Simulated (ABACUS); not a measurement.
Runs of ABACUS 3.10.1 on Ge. The structure is orthorhombic, space group Cmmm (No. 65). The conventional cell has a = 2.794 Å, b = 5.201 Å, c = 2.698 Å, α = 90.00°, β = 90.00°, γ = 90.00°. Around Ge (site symmetry mmm) lie 8 Ge at 2.70 to 2.95 Å. This isn't the form of Ge at room conditions, which is diamond.

| potentials or basis | cutoff (eV) | radial cutoff of the potentials (pseudo_rcut) | gap on the mesh (eV) | pressure (GPa) |
| --- | --- | --- | --- | --- |
| Ansatz NC PBE, plane waves | 1075 | 7 bohr | none | (a) |
| PseudoDojo NC SR 0.4.1 PBE standard, plane waves | 1075 | 7 bohr | none | -0.6 |
| SPMS ONCV 1.0 PBE, plane waves | 1075 | 7 bohr | none | -0.6 |
| PseudoDojo NC SR 0.5 PBE stringent, plane waves | 1687 | 7 bohr | none | -0.6 |
| GBRV ultrasoft 1.5 PBE, plane waves | 544 | 10 bohr | none | -0.6 |
| SG15 ONCV 1.2 PBE, plane waves | 1075 | 7 bohr | none | -0.4 |

Alike in all rows: task single point; level PBE; no spin polarisation; cell as given; k mesh 8 × 8 × 7; smearing fermi-dirac 0.05 eV.

**Question.** Estimate the missing entries.

**Answer.** (a) -0.7.

A k mesh can miss the band edges, and the runs leave out spin-orbit coupling on Ge.

A gap of «none» marks a metal or a gap under the smearing width.

The runs don't all hold the same shells in valence.
